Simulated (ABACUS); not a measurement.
# SiNi (Pmmn) in ABACUS: equation of state

Aim: energy against volume of SiNi in PBEsol, for its equilibrium volume and stiffness.

All numbers are computed with ABACUS 3.10.1; they aren't measurements. Logs are shortened: lines on timing, memory, paths and dates and some standing lists are left out, and cuts for length are marked.

## (1) The structure

It takes space group Pmmn (No. 59, orthorhombic). The conventional cell has a = 2.943 Å, b = 3.280 Å, c = 4.677 Å, α = 90.00°, β = 90.00°, γ = 90.00°. Around Ni (site symmetry mm2) lie 6 Si at 2.34 to 2.37 Å and 4 Ni at 2.65 Å. Si (site symmetry mm2) has 6 Ni at 2.34 to 2.37 Å and 4 Si at 2.65 Å as nearest neighbours.

The cell is a database's computed one.

## (2) Equation of state, PBEsol, collinear spin, ferromagnetic start, 10.61 Å³/atom (volume scaled by 0.94)

Contents of INPUT:

```
INPUT_PARAMETERS
suffix              SiNi
calculation         scf
basis_type          pw
pseudo_dir          ./
symmetry            1
dft_functional      pbesol
ecutwfc             98
pseudo_rcut         7
nspin               2
nbands              28
ks_solver           dav
smearing_method     fd
smearing_sigma      0.00367493
scf_thr             1e-08
scf_nmax            100
mixing_type         broyden
mixing_beta         0.4
cal_force           1
cal_stress          1
kpar                4
```

Contents of STRU:

```
ATOMIC_SPECIES
Ni 58.6934 Ni.upf
Si 28.0850 Si.upf

LATTICE_CONSTANT
1.8897261246

LATTICE_VECTORS
2.8826972597 0.0000000000 0.0000000000
0.0000000000 3.2133613310 0.0000000000
0.0000000000 0.0000000000 4.5819618704

ATOMIC_POSITIONS
Direct

Ni
0.0
2
0.5000000000 0.5000000000 0.3424955900 1 1 1 mag 1
0.0000000000 0.0000000000 0.6575044100 1 1 1 mag 1

Si
0.0
2
0.5000000000 0.5000000000 0.8431431600 1 1 1 mag 0
0.0000000000 0.0000000000 0.1568568400 1 1 1 mag 0
```

Contents of KPT:

```
K_POINTS
0
Gamma
9 8 6 0 0 0
```

Potentials or basis: PseudoDojo NC SR 0.4.1 PBEsol standard, plane waves.

Command:

```bash
OMP_NUM_THREADS=1 mpirun -np 4 abacus > log
```

running log:

```text
ABACUS v3.10.1

               Atomic-orbital Based Ab-initio Computation at UStc

 ------------------------------------------------------------------------------------

 READING GENERAL INFORMATION
                           global_out_dir = OUT.SiNi/
                           global_in_card = INPUT
                               pseudo_dir = ./
                              orbital_dir =
                                    DSIZE = 4
                                    GSIZE = 1

 READING UNITCELL INFORMATION
                                    ntype = 2
                  lattice constant (Bohr) = 1.88973
              lattice constant (Angstrom) = 1

 READING ATOM TYPE 1
                               atom label = Ni
                      L=0, number of zeta = 1
                      L=1, number of zeta = 1
                      L=2, number of zeta = 1
             number of atom for this type = 2
               magnetization of element 1 = 1

 READING ATOM TYPE 2
                               atom label = Si
                      L=0, number of zeta = 1
                      L=1, number of zeta = 1
                      L=2, number of zeta = 1
             number of atom for this type = 2
               magnetization of element 2 = 0

                        TOTAL ATOM NUMBER = 4
DIRECT COORDINATES
    atom                   x                   y                   z     mag                  vx                  vy                  vz
taud_Ni1            0.5000000000        0.5000000000        0.3424955900  1.0000        0.0000000000        0.0000000000        0.0000000000
taud_Ni2            0.0000000000        0.0000000000        0.6575044100  1.0000        0.0000000000        0.0000000000        0.0000000000
taud_Si1            0.5000000000        0.5000000000        0.8431431600  0.0000        0.0000000000        0.0000000000        0.0000000000
taud_Si2            0.0000000000        0.0000000000        0.1568568400  0.0000        0.0000000000        0.0000000000        0.0000000000

                          Volume (Bohr^3) = 286.422
                             Volume (A^3) = 42.4433

 Lattice vectors: (Cartesian coordinate: in unit of a_0)
              +2.8827                  +0                  +0
                   +0            +3.21336                  +0
                   +0                  +0            +4.58196
 Reciprocal vectors: (Cartesian coordinate: in unit of 2 pi/a_0)
            +0.346897                  -0                  +0
                   -0           +0.311201                  -0
                   +0                  -0           +0.218247
 The esolver type has been set to : ksdft_pw

                PAO radial cut off (Bohr) = 7

 Read in pseudopotential file is Ni.upf
                     pseudopotential type = NC
          exchange-correlation functional = PBESOL
                 nonlocal core correction = 1
                        valence electrons = 18
                                     lmax = 2
                           number of zeta = 4
                     number of projectors = 6
                           L of projector = 0
[... 5 lines left out ...]
                PAO radial cut off (Bohr) = 7

 Read in pseudopotential file is Si.upf
                     pseudopotential type = NC
          exchange-correlation functional = PBESOL
                 nonlocal core correction = 1
                        valence electrons = 4
                                     lmax = 2
                           number of zeta = 2
                     number of projectors = 6
                           L of projector = 0
                           L of projector = 0
                           L of projector = 1
                           L of projector = 1
                           L of projector = 2
                           L of projector = 2
     initial pseudo atomic orbital number = 28
 The readin total magnetization is 2

 SETUP THE ELECTRONS NUMBER
            electron number of element Ni = 18
      total electron number of element Ni = 36
            electron number of element Si = 4
      total electron number of element Si = 8
            AUTOSET number of electrons:  = 44
                           occupied bands = 22
                                   NBANDS = 28
                                   NLOCAL = 36

%%%%%%%%%%%%%%%%%%%%%%%%%%%%%%%%%%%%%%%%%%%%%%%%%%%%%%%%%%%%%%%%%%%%%%%%%%%%%%%%%%%%%%%%%%%%%%%%%%%%%%%%%%
 Warning: the number of valence electrons in pseudopotential > 10 for Ni: [Ar] 3d8 4s2
 Pseudopotentials with additional electrons can yield (more) accurate outcomes, but may be less efficient.
 If you're confident that your chosen pseudopotential is appropriate, you can safely ignore this warning.
%%%%%%%%%%%%%%%%%%%%%%%%%%%%%%%%%%%%%%%%%%%%%%%%%%%%%%%%%%%%%%%%%%%%%%%%%%%%%%%%%%%%%%%%%%%%%%%%%%%%%%%%%%

 SETUP THE PLANE WAVE BASIS
 energy cutoff for charge/potential (unit:Ry) = 392
            fft grid for charge/potential = [ 36, 40, 60 ]
                        fft grid division = [ 1, 1, 1 ]
[... 87 lines left out ...]
                       right hand lattice = 1
                        ROTATION MATRICES = 8
                               nkstot_ibz = 100
K-POINTS REDUCTION ACCORDING TO SYMMETRY
     IBZ    DIRECT_X    DIRECT_Y    DIRECT_Z  WEIGHT  ibz2bz
       1  0.00000000  0.00000000  0.00000000  0.0023       0
       2  0.11111111  0.00000000  0.00000000  0.0046       1
       3  0.22222222  0.00000000  0.00000000  0.0046       2
       4  0.33333333  0.00000000  0.00000000  0.0046       3
       5  0.44444444  0.00000000  0.00000000  0.0046       4
       6  0.00000000  0.12500000  0.00000000  0.0046       9
[... 22 lines left out ...]
      29  0.33333333  0.00000000  0.16666667  0.0093      75
      30  0.44444444  0.00000000  0.16666667  0.0093      76
[... 70 further k points ...]

                               nkstot now = 100
[... K-POINTS DIRECT COORDINATES: 100 rows ...]

           k-point number in this process = 25
       minimum distributed K point number = 25
[... stars of the k points ...]
                             nks(nspin=2) = 50
                          nkstot(nspin=2) = 200

[... K-POINTS CARTESIAN COORDINATES: 50 rows ...]

[... K-POINTS DIRECT COORDINATES: 50 rows ...]

 SETUP PLANE WAVES FOR WAVE FUNCTIONS
     energy cutoff for wavefunc (unit:Ry) = 98
              fft grid for wave functions = [ 36, 40, 60 ]
                    number of plane waves = 5831
                         number of sticks = 303

 PARALLEL PW FOR WAVE FUNCTIONS
     PROC   COLUMNS(POT)             PW
        1            303           5831
 --------------- sum -------------------
        1            303           5831

 SETUP NONLOCAL PSEUDOPOTENTIALS IN PLANE WAVE BASIS
 Ni non-local projectors:
 projector 1 L=0
 projector 2 L=0
 projector 3 L=1
 projector 4 L=1
 projector 5 L=2
 projector 6 L=2
 Si non-local projectors:
 projector 1 L=0
 projector 2 L=0
 projector 3 L=1
 projector 4 L=1
 projector 5 L=2
 projector 6 L=2
      TOTAL NUMBER OF NONLOCAL PROJECTORS = 72

 Init Non-Local PseudoPotential table :
 Init Non-Local-Pseudopotential done.

                                     npwx = 4711

 Make real space PAO into reciprocal space.
       max mesh points in Pseudopotential = 701
     dq(describe PAO in reciprocal space) = 0.01
                                    max q = 1192

 number of pseudo atomic orbitals for Ni is 4
WARNING: norm of atomic wavefunction # 3 of atomic type Ni is 0.999993, renormalized
WARNING: norm of atomic wavefunction # 4 of atomic type Ni is 0.997817, renormalized

 number of pseudo atomic orbitals for Si is 2
WARNING: norm of atomic wavefunction # 1 of atomic type Si is 0.999877, renormalized
WARNING: norm of atomic wavefunction # 2 of atomic type Si is 0.99628, renormalized

 -------------------------------------------
 SELF-CONSISTENT
 -------------------------------------------
                                 init_chg = atomic

 PW ALGORITHM --------------- ION=   1  ELEC=   1--------------------------------

 Notice: Threshold on eigenvalues was too large.
 hsover_error=0.44 > DRHO=0.232379
 Origin diag ethr = 0.01
 New diag ethr = 0.000528134
          total magnetism (Bohr mag/cell) = 0.228648
       absolute magnetism (Bohr mag/cell) = 0.483781
                        nelec for spin up = 22.1143
                      nelec for spin down = 21.8857

 Density error is 0.231164991046
                          Error Threshold = 0.000528133865369
----------------------------------------------------------
     Energy           Rydberg                 eV
----------------------------------------------------------
 E_KohnSham     -687.6295771440      -9355.6803624891
 E_Harris       -677.2614553877      -9214.6148290459
 E_Fermi        1.2800277395         17.4156708554
----------------------------------------------------------
[... 135 lines left out ...]
 Density error is 9.1672025684e-09
                          Error Threshold = 1.8199488349e-10
----------------------------------------------------------
     Energy           Rydberg                 eV
----------------------------------------------------------
 E_KohnSham     -687.6828678919      -9356.4054203110
 E_KS(sigma->0) -687.6825631387      -9356.4012739316
 E_Harris       -687.6821338963      -9356.3954337882
 E_band         -39.5624781920       -538.2751304122
 E_one_elec     -447.4082644521      -6087.3017288397
 E_Hartree      251.7445402506       3425.1601877989
 E_xc           -91.7277602490       -1248.0202041641
 E_Ewald        -400.2907739351      -5446.2353823475
 E_entropy(-TS) -0.0006095063        -0.0082927587
 E_descf        0.0000000000         0.0000000000
 E_exx          0.0000000000         0.0000000000
 E_Fermi        1.3032652330         17.7318331746
----------------------------------------------------------

 charge density convergence is achieved
 final etot is -9356.4054203 eV
 EFERMI = 17.731833175 eV

 STATE ENERGY(eV) AND OCCUPATIONS    NSPIN == 2
SPIN UP :
 1/25 kpoint (Cartesian) = 0.0000 0.0000 0.0000 (4673 pws)
       1       -86.2449     0.00231481
       2       -86.2319     0.00231481
       3       -46.9162     0.00231481
       4       -46.8794     0.00231481
       5       -46.7944     0.00231481
       6       -46.7449     0.00231481
[... 170 lines left out ...]
      27        23.8331    4.67995e-56
      28        25.5268    9.09704e-71

[... levels at 44 further k points ...]

------------------------------------------------------------------------------------------
 TOTAL-FORCE (eV/Angstrom)
------------------------------------------------------------------------------------------
                       Ni1         0.0000000000         0.0000000000         0.2511223804
                       Ni2         0.0000000000         0.0000000000        -0.2511223804
                       Si1         0.0000000000         0.0000000000         0.0365391315
                       Si2         0.0000000000         0.0000000000        -0.0365391315
------------------------------------------------------------------------------------------

----------------------------------------------------------------
 TOTAL-STRESS (KBAR)
----------------------------------------------------------------
       126.1590989571         0.0000000000         0.0000000000
         0.0000000000       143.7650685979         0.0000000000
         0.0000000000         0.0000000000       165.2149566759
----------------------------------------------------------------
 TOTAL-PRESSURE: 145.046375 KBAR

 --------------------------------------------
 !FINAL_ETOT_IS -9356.4054203109772061 eV
 --------------------------------------------
```

Wall time 82 s (4 MPI ranks of Intel Xeon 6975P-C (Granite Rapids), shared host); peak memory 0.92 GiB.

Results:

```
Free energy            : -9356.4054 eV
Pressure               : 14.5 GPa
Largest force          : 0.251 eV/Å
Band gap on the k mesh : none (metal or under the smearing width)
Net moment             : 0.00 μB per cell
Absolute moment        : 0.00 μB per cell
```

## (3) Equation of state, PBEsol, collinear spin, ferromagnetic start, 10.84 Å³/atom (volume scaled by 0.96)

INPUT is that of step 2.

STRU, as its differences from that of step 2:

```diff
@@ -8,5 +8,5 @@
 LATTICE_VECTORS
-2.8826972597 0.0000000000 0.0000000000
-0.0000000000 3.2133613310 0.0000000000
-0.0000000000 0.0000000000 4.5819618704
+2.9029986135 0.0000000000 0.0000000000
+0.0000000000 3.2359913818 0.0000000000
+0.0000000000 0.0000000000 4.6142302706
```

KPT is that of step 2.

Potentials or basis: PseudoDojo NC SR 0.4.1 PBEsol standard, plane waves.

Command:

```bash
OMP_NUM_THREADS=1 mpirun -np 4 abacus > log
```

It took 80 s on 4 MPI ranks of Intel Xeon 6975P-C (Granite Rapids), shared host; peak memory 0.96 GiB.

Results (log left out):

```
Free energy            : -9356.4719 eV
Pressure               : 9.2 GPa
Largest force          : 0.181 eV/Å
Band gap on the k mesh : none (metal or under the smearing width)
Net moment             : 0.00 μB per cell
Absolute moment        : 0.00 μB per cell
```

## (4) Equation of state, PBEsol, collinear spin, ferromagnetic start, 11.06 Å³/atom (volume scaled by 0.98)

INPUT is that of step 3.

STRU, as its differences from that of step 3:

```diff
@@ -8,5 +8,5 @@
 LATTICE_VECTORS
-2.9029986135 0.0000000000 0.0000000000
-0.0000000000 3.2359913818 0.0000000000
-0.0000000000 0.0000000000 4.6142302706
+2.9230199262 0.0000000000 0.0000000000
+0.0000000000 3.2583092690 0.0000000000
+0.0000000000 0.0000000000 4.6460535540
```

KPT is that of step 3.

Command:

```bash
OMP_NUM_THREADS=1 mpirun -np 4 abacus > log
```

It took 88 s on 4 MPI ranks of Intel Xeon 6975P-C (Granite Rapids), shared host; peak memory 0.96 GiB.

The run converged. Its results:

```yaml
Free_energy: -9356.5100 eV
Pressure: 4.4 GPa
Largest_force: 0.111 eV/Å
Band_gap_on_the_k_mesh: none (metal or under the smearing width)
Net_moment: 0.00 μB per cell
Absolute_moment: 0.00 μB per cell
```

## (5) Equation of state, PBEsol, collinear spin, ferromagnetic start, 11.29 Å³/atom

INPUT is that of step 4.

STRU, as its differences from that of step 4:

```diff
@@ -8,5 +8,5 @@
 LATTICE_VECTORS
-2.9230199262 0.0000000000 0.0000000000
-0.0000000000 3.2583092690 0.0000000000
-0.0000000000 0.0000000000 4.6460535540
+2.9427706600 0.0000000000 0.0000000000
+0.0000000000 3.2803255400 0.0000000000
+0.0000000000 0.0000000000 4.6774467600
```

KPT is that of step 4.

Command:

```bash
OMP_NUM_THREADS=1 mpirun -np 4 abacus > log
```

Run time: 89 s. Hardware: 4 MPI ranks of Intel Xeon 6975P-C (Granite Rapids), shared host; peak memory 0.96 GiB.

Results (log left out):

```yaml
Free_energy: -9356.5225 eV
Pressure: 0.1 GPa
Largest_force: 0.089 eV/Å
Band_gap_on_the_k_mesh: none (metal or under the smearing width)
Net_moment: 0.00 μB per cell
Absolute_moment: 0.00 μB per cell
```

## (6) Equation of state, PBEsol, collinear spin, ferromagnetic start, 11.51 Å³/atom (volume scaled by 1.02)

INPUT is that of step 5.

STRU, as its differences from that of step 5:

```diff
@@ -8,5 +8,5 @@
 LATTICE_VECTORS
-2.9427706600 0.0000000000 0.0000000000
-0.0000000000 3.2803255400 0.0000000000
-0.0000000000 0.0000000000 4.6774467600
+2.9622597754 0.0000000000 0.0000000000
+0.0000000000 3.3020501833 0.0000000000
+0.0000000000 0.0000000000 4.7084241314
```

KPT is that of step 5.

Potentials or basis: PseudoDojo NC SR 0.4.1 PBEsol standard, plane waves.

Command:

```bash
OMP_NUM_THREADS=1 mpirun -np 4 abacus > log
```

It took 95 s on 4 MPI ranks of Intel Xeon 6975P-C (Granite Rapids), shared host; peak memory 1 GiB.

Results (log left out):

```
Free energy            : -9356.5122 eV
Pressure               : -3.7 GPa
Largest force          : 0.125 eV/Å
Band gap on the k mesh : none (metal or under the smearing width)
Net moment             : 0.00 μB per cell
Absolute moment        : 0.00 μB per cell
```

## (7) Equation of state, PBEsol, collinear spin, ferromagnetic start, 11.74 Å³/atom (volume scaled by 1.04)

INPUT is that of step 6.

STRU, as its differences from that of step 6:

```diff
@@ -8,5 +8,5 @@
 LATTICE_VECTORS
-2.9622597754 0.0000000000 0.0000000000
-0.0000000000 3.3020501833 0.0000000000
-0.0000000000 0.0000000000 4.7084241314
+2.9814957675 0.0000000000 0.0000000000
+0.0000000000 3.3234926684 0.0000000000
+0.0000000000 0.0000000000 4.7389991708
```

KPT is that of step 6.

Command:

```bash
OMP_NUM_THREADS=1 mpirun -np 4 abacus > log
```

Wall time 88 s (4 MPI ranks of Intel Xeon 6975P-C (Granite Rapids), shared host); peak memory 1 GiB.

It converged, with:

* Free energy: -9356.4815 eV
* Pressure: -7.1 GPa
* Largest force: 0.158 eV/Å
* Band gap on the k mesh: none (metal or under the smearing width)
* Net moment: 0.00 μB per cell
* Absolute moment: 0.00 μB per cell

## (8) Equation of state, PBEsol, collinear spin, ferromagnetic start, 11.97 Å³/atom (volume scaled by 1.06)

INPUT is that of step 7.

STRU, as its differences from that of step 7:

```diff
@@ -8,5 +8,5 @@
 LATTICE_VECTORS
-2.9814957675 0.0000000000 0.0000000000
-0.0000000000 3.3234926684 0.0000000000
-0.0000000000 0.0000000000 4.7389991708
+3.0004866984 0.0000000000 0.0000000000
+0.0000000000 3.3446619823 0.0000000000
+0.0000000000 0.0000000000 4.7691846927
```

KPT is that of step 7.

Command:

```bash
OMP_NUM_THREADS=1 mpirun -np 4 abacus > log
```

Run time: 89 s. Hardware: 4 MPI ranks of Intel Xeon 6975P-C (Granite Rapids), shared host; peak memory 1 GiB.

Results (log left out):

```yaml
Free_energy: -9356.4326 eV
Pressure: -10.2 GPa
Largest_force: 0.189 eV/Å
Band_gap_on_the_k_mesh: none (metal or under the smearing width)
Net_moment: 0.00 μB per cell
Absolute_moment: 0.00 μB per cell
```

## (9) Equation of state, PBEsol, collinear spin, ferromagnetic start

Potentials or basis: PseudoDojo NC SR 0.4.1 PBEsol standard, plane waves.

No new run: the results of the series are fitted here.

Results:

```
Equilibrium volume                        : 11.29 Å³/atom
Bulk modulus at fixed shape and positions : 201 GPa
Pressure derivative of the bulk modulus   : 4.6
```

Energy against volume, from the lowest point:
```
volume (Å³/atom)  energy (meV/atom)
          10.611              29.26
          10.837              12.63
          11.062               3.13
          11.288               0.00
          11.514               2.58
          11.740              10.25
          11.965              22.48
```

Caveat: the cell was scaled at fixed shape and fractional positions, which overstates the stiffness of a crystal with free parameters, most of all of layers and chains.
